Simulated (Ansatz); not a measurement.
# Al: molecular dynamics, part 2 of 2

Aim: ramp the temperature up and watch the lattice. Runs: 210 steps of 2 fs under a Langevin thermostat, set from 300 K to 1300 K by a schedule. The start is the crystal (fcc), its volume scaled by 1.15.

Ansatz 0.2.0; DFT PBE+D3(BJ), plane waves, PAW, scalar-relativistic, no spin polarisation. The steps go on from the part before.

## (4) What the atoms did

One step in 16; energies are changes from step 0; msd is the mean square displacement from the start, the centre of mass held:

```tsv
time (fs)	T (K)	potential energy change (meV/atom)	msd Al (Å²)
0.0	291	0.0	0.000
32.0	286	21.3	0.023
64.0	361	40.8	0.051
96.0	481	54.4	0.066
128.0	455	57.5	0.080
160.0	406	65.5	0.088
192.0	514	75.2	0.088
224.0	1032	71.1	0.076
256.0	723	91.4	0.100
288.0	674	81.6	0.103
320.0	808	80.2	0.093
352.0	973	108.3	0.128
384.0	1076	123.5	0.167
416.0	1282	124.3	0.197
420.0	1392	120.0	0.197
```

time (fs), T (K) and a bar:
```
      0.0        291 #
     18.0        309 ##
     36.0        237 
     54.0        347 ###
     74.0        371 ###
     92.0        514 #######
    110.0        504 #######
    128.0        455 ######
    146.0        530 ########
    164.0        445 #####
    182.0        501 #######
    200.0        527 ########
    220.0        853 ################
    238.0        997 ####################
    256.0        723 #############
    274.0        649 ###########
    292.0        692 ############
    310.0        985 ###################
    328.0        999 ####################
    346.0        823 ###############
    366.0       1156 ########################
    384.0       1076 ######################
    402.0       1120 #######################
    420.0       1392 ##############################
```

Pair distribution over the second half of the run:

```tsv
r (Å)	g Al–Al
0.68	0.00
0.84	0.00
1.00	0.00
1.16	0.00
1.32	0.00
1.48	0.00
1.64	0.00
1.80	0.00
1.96	0.00
2.12	0.00
2.28	0.00
2.44	0.18
2.60	1.09
2.76	2.59
2.92	3.47
3.08	2.75
3.24	1.69
3.40	0.81
3.56	0.42
3.72	0.30
3.88	0.36
4.04	0.60
4.20	0.74
```

First peaks of g(r) (not always the tallest), and, where a minimum follows, the mean number of second-named atoms round a first-named one up to the next minimum:

```tsv
pair	peak (Å)	height	minimum (Å)	neighbours
Al–Al	2.92	3.5	3.80	12.4
```

Maxima of the velocity power spectrum (cm⁻¹, relative height; resolution about 160 cm⁻¹): 200 (100).

## (5) Frames from the trajectory

Extended XYZ, with forces in eV/Å:

```xyz
32
Lattice="8.486 0.000 0.000 0.000 8.486 0.000 0.000 0.000 8.486" Properties=species:S:1:pos:R:3:forces:R:3 pbc="T T T" time_fs=140.0 T=542 dE=1.9164
Al    4.009   -0.170    0.018    0.015    0.356    0.143
Al    6.186    2.487    0.020    0.576   -0.266   -0.418
Al    6.073    0.221    1.899    0.412   -0.167    0.276
Al   -0.116    0.086    0.029    0.093    0.036    0.086
Al    2.175    2.103    0.127   -0.049    0.022   -0.514
Al    4.276    4.546    0.059   -0.191   -0.182    0.013
Al    6.310    6.595    0.096    0.125   -0.114   -0.199
Al    2.011    0.266    2.182    0.179   -0.593   -0.419
Al    4.434    2.303    2.010   -0.576   -0.014    0.478
Al    6.199    4.545    2.075   -0.084   -0.185    0.333
Al    4.460    0.073    4.481   -0.594   -0.012   -0.547
Al    6.377    2.290    4.141    0.072    0.001    0.145
Al    6.554    0.170    6.208    0.378    0.094    0.432
Al    0.018    4.329   -0.071    0.076   -0.121    0.216
Al    1.986    6.314   -0.023   -0.061    0.049    0.162
Al   -0.083    2.323    2.182   -0.112   -0.327   -0.466
Al    2.286    3.993    2.121   -0.174    0.672    0.113
Al    3.964    6.517    2.313    0.360   -0.127   -0.314
Al    0.571    0.079    4.445   -1.353    0.015   -0.499
Al    2.387    2.048    4.141    0.276    0.569    0.579
Al    4.374    4.306    4.635    0.207   -0.073   -0.535
Al    6.252    6.574    4.411    0.337   -0.495   -0.526
Al    2.066   -0.138    6.451    0.773    0.100    0.701
Al    4.335    1.941    6.431   -0.237    0.439    0.202
Al    6.796    4.323    6.244   -0.815   -0.360    0.016
Al   -0.125    6.114    2.185    0.523    0.470    0.065
Al    0.264    4.072    4.217    0.123    0.191    0.302
Al    2.172    6.323    4.255    0.001   -0.211    0.132
Al    0.186    2.186    6.506    0.075   -0.156   -0.168
Al    2.333    4.231    6.399   -0.314   -0.075    0.126
Al    4.416    6.418    6.501   -0.263    0.033   -0.181
Al    0.075    6.251    6.146    0.217    0.428    0.269
32
Lattice="8.486 0.000 0.000 0.000 8.486 0.000 0.000 0.000 8.486" Properties=species:S:1:pos:R:3:forces:R:3 pbc="T T T" time_fs=280.0 T=673 dE=2.9728
Al    4.246    0.011    0.076    0.257    0.064   -0.095
Al    7.017    2.130    0.051   -0.968    0.145   -0.717
Al    6.198   -0.424    2.274    0.023    0.475   -1.115
Al   -0.027   -0.204    0.025    0.400    0.631    0.841
Al    2.180    2.173    0.459    0.110    0.449   -1.065
Al    4.391    4.527    0.205   -0.329   -0.331   -0.619
Al    6.471    6.500    0.032   -0.396   -0.399   -0.157
Al    2.163    0.187    2.049   -0.138   -0.575    0.813
Al    4.447    2.495    2.196   -0.212   -0.692   -0.144
Al    6.080    4.641    2.248    0.978    0.155    0.136
Al    4.337    0.098    4.409   -0.250   -0.120    0.061
Al    6.639    1.607    3.925   -0.812    0.717    0.940
Al    6.569    0.291    6.362   -0.306   -0.278    0.238
Al    0.115    4.459   -0.012   -0.420   -0.204    0.496
Al    2.323    6.376    0.053   -0.357    0.441    0.364
Al   -0.142    2.067    2.192    1.299    0.264    0.116
Al    1.833    4.226    2.206    0.208    0.198    0.397
Al    3.924    6.482    2.224   -0.065   -0.053    0.451
Al    0.268   -0.006    4.445    0.479    0.170    0.070
Al    2.223    2.111    4.461    0.199    0.170   -0.124
Al    4.220    4.285    4.230   -0.176    0.077    0.511
Al    6.736    6.630    4.284   -0.656   -0.576    1.245
Al    2.069    0.015    6.621    0.283    0.235   -0.036
Al    4.285    2.200    6.694   -0.206    0.076   -0.016
Al    6.332    4.237    6.423   -0.117    0.256    0.023
Al    0.281    6.528    2.572    0.261   -0.049   -0.935
Al   -0.206    4.397    4.285    0.269   -0.445   -0.023
Al    2.349    6.386    4.651   -1.141    0.243   -1.150
Al    0.057    2.400    6.234    0.230   -0.039    0.098
Al    2.038    4.553    6.656    0.319   -0.917   -0.605
Al    4.202    6.308    6.277    1.335    0.260    0.980
Al    0.005    6.506    6.633   -0.097   -0.349   -0.979
32
Lattice="8.486 0.000 0.000 0.000 8.486 0.000 0.000 0.000 8.486" Properties=species:S:1:pos:R:3:forces:R:3 pbc="T T T" time_fs=420.0 T=1392 dE=3.8416
Al    4.783    0.266    0.441   -0.364   -0.571   -0.267
Al    6.237    2.526   -0.060    0.494   -0.729    0.209
Al    6.609    0.509    2.475    0.001   -0.636   -0.439
Al   -0.110   -0.263   -0.241   -0.082    0.256    0.569
Al    1.874    2.101    0.345   -0.011   -0.288   -0.121
Al    4.038    3.842    0.260   -0.235    0.615   -0.217
Al    5.964    5.896    0.118    0.378    0.629    0.532
Al    2.320   -0.332    2.725   -1.384    0.975   -1.087
Al    3.798    2.139    2.313    0.295   -0.181    0.734
Al    6.281    3.974    2.200   -0.125    0.567    0.121
Al    4.283   -0.298    4.076    1.705    0.507    0.985
Al    6.211    2.411    4.280   -0.038    0.029    0.995
Al    6.417    0.498    6.375    0.290   -0.495   -0.053
Al   -0.060    4.298    0.429   -0.467    0.326   -0.517
Al    2.156    6.490   -0.054   -0.253    0.357    0.071
Al    0.173    2.338    2.602   -0.214    0.011   -0.909
Al    1.913    4.364    2.050    0.840    0.389    0.637
Al    4.010    6.282    1.987    0.567   -0.530    0.172
Al    0.083    0.688    4.560    0.025   -0.867    0.516
Al    2.047    2.624    4.562    0.477   -0.701    0.238
Al    4.152    4.268    4.447    0.242    0.319   -0.175
Al    6.449    6.401    4.197   -0.208   -0.065    0.128
Al    2.091    0.470    6.566   -0.472   -0.686   -0.053
Al    4.187    1.886    6.478    0.214    0.875   -0.043
Al    5.992    4.384    6.544   -0.018   -0.215   -1.077
Al    0.177    6.712    2.621   -0.320   -0.060   -0.271
Al    0.254    4.449    4.295   -0.872    0.595    0.487
Al    2.351    6.432    4.982   -0.702    0.092   -0.294
Al   -0.053    2.430    6.891    0.152    0.190   -0.671
Al    2.232    4.412    6.764   -0.316   -0.652   -0.241
Al    4.391    7.006    6.623    0.164    0.010    0.128
Al   -0.339    6.142    6.522    0.236   -0.064   -0.086
```

## (6) What came out

This closing draws on all 2 parts.

| quantity | value |
| --- | --- |
| length | 210 steps of 2 fs |
| temperature, first and last step | 291 and 1392 K |
| temperature, second half | mean 919 K, from 629 to 1392 K |
| potential energy, second half | +97 meV/atom from the start |
| mean square displacement, second half | Al 0.120 Å² |

In words: The set-point goes from 300 to 1300 K in 420 fs, and the last tenth of the run averages 1142 K. Such a rate, of order 10^15 K/s, is far beyond any furnace or quench, and the atoms lag the set-point. Counted from the crystal's sites, with the common drift removed, the atoms stand 0.43 Å away over the last tenth of the run (root mean square), 14 % of the neighbour distance: near the range, 10 to 20 % and a little above, in which crystals usually melt. A run of 420 fs with 32 atoms shows the motion but fixes no equilibrium value. The settings are cheap ones for dynamics (low accuracy level or one k-point).
